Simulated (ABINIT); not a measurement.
# HfH2 (I4/mmm) in ABINIT: single point with LDA-Teter

Aim: the single point of HfH2 with LDA-Teter.

All numbers are computed with ABINIT 10.8.3 (patched build); they aren't measurements. Logs are shortened: lines on timing, memory, paths and dates and some standing lists are left out, and cuts for length are marked. The log counts tension as positive stress, the text compression.

## 1. The structure

It takes space group I4/mmm (No. 139, tetragonal). The conventional cell has a = 3.478 Å, b = 3.478 Å, c = 4.361 Å, α = 90.00°, β = 90.00°, γ = 90.00°. Around Hf (site symmetry 4/mmm) lie 8 H at 2.05 Å. H (site symmetry -4m2) is surrounded by 4 Hf at 2.05 Å and 2 H at 2.18 Å.

## 2. Single point, LDA-Teter

run.abi reads:

```
# Pseudopotentials
pp_dirpath "./"
pseudos "Hf.LDA_PW-JTH.xml, H.LDA_PW-JTH.xml"

# Structure
acell 3*1.0
rprim
    -3.2862337307     3.2862337307     4.1205478147
     3.2862337307    -3.2862337307     4.1205478147
     3.2862337307     3.2862337307    -4.1205478147
ntypat 2
znucl 72 1
natom 3
typat 1 2 2
xred
     0.0000000000     0.0000000000     0.0000000000
     0.2500000000     0.7500000000     0.5000000000
     0.7500000000     0.2500000000     0.5000000000

# Plane-wave basis
ecut 517.016339 eV
pawecutdg 38.0

# k points
kptopt 1
ngkpt 8 8 8
nshiftk 1
shiftk 0.0 0.0 0.0

# Exchange and correlation
ixc 1

# Bands and occupations
nband 11
occopt 3
tsmear 0.05 eV

# SCF cycle
nstep 100
tolvrs 1.0e-9

# Output
iomode 3
prtwf 0
prtden 0
prteig 0
prtebands 0
```

Potentials or basis: JTH PAW LDA v2.0.

Command:

```
$ abinit run.abi > log 2>&1
```

run.abo:

```text
.Version 10.8.3 of ABINIT
 Symmetries : space group I4/m m m (#139); Bravais tI (body-center tetrag.)
================================================================================
 Values of the parameters that define the memory need of the present run
     intxc =       0    ionmov =       0      iscf =      17    lmnmax =      18
     lnmax =       6     mgfft =      27  mpssoang =       3    mqgrid =    3001
     natom =       3  nloc_mem =       2    nspden =       1   nspinor =       1
    nsppol =       1      nsym =      16    n1xccc =       1    ntypat =       2
    occopt =       3   xclevel =       1
       mpw =         724          nfft =       19683          nkpt =          59
 PAW method is used; the additional fine FFT grid is defined by:
   mgfftf=        36    nfftf =     46656
================================================================================
================================================================================

--------------------------------------------------------------------------------
------------- Echo of variables that govern the present computation ------------
--------------------------------------------------------------------------------
 -outvars: echo values of preprocessed input variables --------
            acell      1.0000000000E+00  1.0000000000E+00  1.0000000000E+00 Bohr
              amu      1.78490000E+02  1.00794000E+00
             ecut      1.90000000E+01 Hartree
                       outvar_i_n : Printing only first  50 k-points.
                       outvar_i_n : Printing only first  50 k-points.
         kptrlatt        8    0    0      0    8    0      0    0    8
          kptrlen      4.96886811E+01
            natom           3
            nband          11
            ngfft          27      27      27
          ngfftdg          36      36      36
             nkpt          59
            nstep         100
             nsym          16
           ntypat           2
                       prtocc : prtvol=0, do not print more k-points.
           occopt           3
        pawecutdg      3.80000000E+01 Hartree
           prtden           0
        prtebands           0
           prteig           0
            prtwf           0
            rprim     -3.2862337307E+00  3.2862337307E+00  4.1205478147E+00
                       3.2862337307E+00 -3.2862337307E+00  4.1205478147E+00
                       3.2862337307E+00  3.2862337307E+00 -4.1205478147E+00
          spgroup         139
           tolvrs      1.00000000E-09
           tsmear      1.83746611E-03 Hartree
            typat      1  2  2
           useylm           1
                       outvars : Printing only first  50 k-points.
           xangst      0.0000000000E+00  0.0000000000E+00  0.0000000000E+00
                       1.7389999988E+00 -3.5250283395E-16  1.0902499992E+00
                       0.0000000000E+00  1.7389999988E+00  1.0902499992E+00
            xcart      0.0000000000E+00  0.0000000000E+00  0.0000000000E+00
                       3.2862337307E+00 -6.6613381478E-16  2.0602739074E+00
                       0.0000000000E+00  3.2862337307E+00  2.0602739074E+00
[... 147 lines left out ...]
    3      0.00000000000000    -0.00000000000000     0.00000000000000
 frms,max,avg= 1.0364610E-30 2.1216933E-30   0.000E+00  0.000E+00  0.000E+00 h/b

 cartesian forces (eV/Angstrom) at end:
    1      0.00000000000000     0.00000000000000     0.00000000000000
    2     -0.00000000000000    -0.00000000000000    -0.00000000000000
    3      0.00000000000000    -0.00000000000000     0.00000000000000
 frms,max,avg= 5.3296969E-29 1.0910185E-28   0.000E+00  0.000E+00  0.000E+00 e/A
 length scales=  1.000000000000  1.000000000000  1.000000000000 bohr
              =  0.529177210544  0.529177210544  0.529177210544 angstroms
 Fermi (or HOMO) energy (hartree) =  -0.00968   Average Vxc (hartree)=  -0.43027
 Eigenvalues (hartree) for nkpt=  59  k points:
 kpt#   1, nband= 11, wtk=  0.00195, kpt=  0.0000  0.0000  0.0000 (reduced coord)
  -2.30157   -1.14245   -1.14245   -1.14054   -0.41766   -0.04827   -0.02467   -0.02467
   0.00380    0.06056    0.10911
      occupation numbers for kpt#   1
   2.00000    2.00000    2.00000    2.00000    2.00000    2.00000    1.99943    1.99943
   0.00130    0.00000    0.00000
 prteigrs : prtvol=0 or 1, do not print more k-points.

--- !EnergyTerms
iteration_state     : {dtset: 1, }
comment             : Components of total free energy in Hartree
kinetic             :  6.51006686715242E+00
hartree             :  6.66911239819645E+00
xc                  : -9.67628800481969E+00
Ewald energy        : -3.97861076389322E+01
psp_core            :  7.23501989728216E+00
local_psp           : -2.40090983799071E+00
PAW spherical_terms : -2.00422883571294E+01
internal            : -5.14913946762409E+01
'-kT*entropy'       : -1.68739957932003E-04
total_energy        : -5.14915634161989E+01
total_energy_eV     : -1.40115682052761E+03
...

--- !EnergyTermsDC
iteration_state     : {dtset: 1, }
comment             : '"Double-counting" decomposition of free energy'
band_energy         : -1.26392325091085E+01
Ewald energy        : -3.97861076389322E+01
psp_core            :  7.23501989728216E+00
xc_dc               : -1.14296056329269E+01
PAW spherical_terms :  5.12852646396288E+00
internal            : -5.14913994197226E+01
'-kT*entropy'       : -1.68739957932003E-04
total_energy_dc     : -5.14915681596805E+01
total_energy_dc_eV  : -1.40115694960432E+03
...

--- !EnergyTermsWithPAWCore
iteration_state     : {dtset: 1, }
comment             : 'Components of total free energy, including PAW core contributions'
Total energy        : -1.50706155774645E+04
Total energy DC     : -1.50706155822080E+04
Total energy (eV)   : -4.10092341443084E+05
Total energy DC (eV): -4.10092341572161E+05
...

 Cartesian components of stress tensor (hartree/bohr^3)
  sigma(1 1)=  2.91820757E-04  sigma(3 2)=  0.00000000E+00
  sigma(2 2)=  2.91820757E-04  sigma(3 1)=  0.00000000E+00
  sigma(3 3)=  3.24514346E-04  sigma(2 1)=  0.00000000E+00

-Cartesian components of stress tensor (GPa)         [Pressure= -8.9063E+00 GPa]
- sigma(1 1)=  8.58566308E+00  sigma(3 2)=  0.00000000E+00
- sigma(2 2)=  8.58566308E+00  sigma(3 1)=  0.00000000E+00
- sigma(3 3)=  9.54754169E+00  sigma(2 1)=  0.00000000E+00

== END DATASET(S) ==============================================================
================================================================================

 -outvars: echo values of variables after computation  --------
            acell      1.0000000000E+00  1.0000000000E+00  1.0000000000E+00 Bohr
           etotal     -5.1491568160E+01
            fcart      3.2006686879E-31  3.2131713000E-31  5.1151881398E-31
                      -2.1216932669E-30 -1.5878317319E-31 -1.0529510089E-30
                       1.8016263981E-30 -1.6253395681E-31  5.4143219492E-31
            rprim     -3.2862337307E+00  3.2862337307E+00  4.1205478147E+00
                       3.2862337307E+00 -3.2862337307E+00  4.1205478147E+00
                       3.2862337307E+00  3.2862337307E+00 -4.1205478147E+00
           strten      2.9182075678E-04  2.9182075678E-04  3.2451434607E-04
                       0.0000000000E+00  0.0000000000E+00  0.0000000000E+00
           xangst      0.0000000000E+00  0.0000000000E+00  0.0000000000E+00
                       1.7389999988E+00 -3.5250283395E-16  1.0902499992E+00
                       0.0000000000E+00  1.7389999988E+00  1.0902499992E+00
             xred      0.0000000000E+00  0.0000000000E+00  0.0000000000E+00
                       2.5000000000E-01  7.5000000000E-01  5.0000000000E-01
                       7.5000000000E-01  2.5000000000E-01  5.0000000000E-01
 Calculation completed.
```

Run time: 16 s. Hardware: 1 thread of Arm Neoverse V1, shared host; peak memory 0.09 GiB.

Results:

- Free energy: -1401.1569 eV
- Pressure: -8.9 GPa
- Band gap on the k mesh: none (metal or under the smearing width)
- Valence electrons inside the program's atomic spheres: Hf 9.58; H 0.46

The run has no spin-orbit coupling, so splittings on Hf are missing.
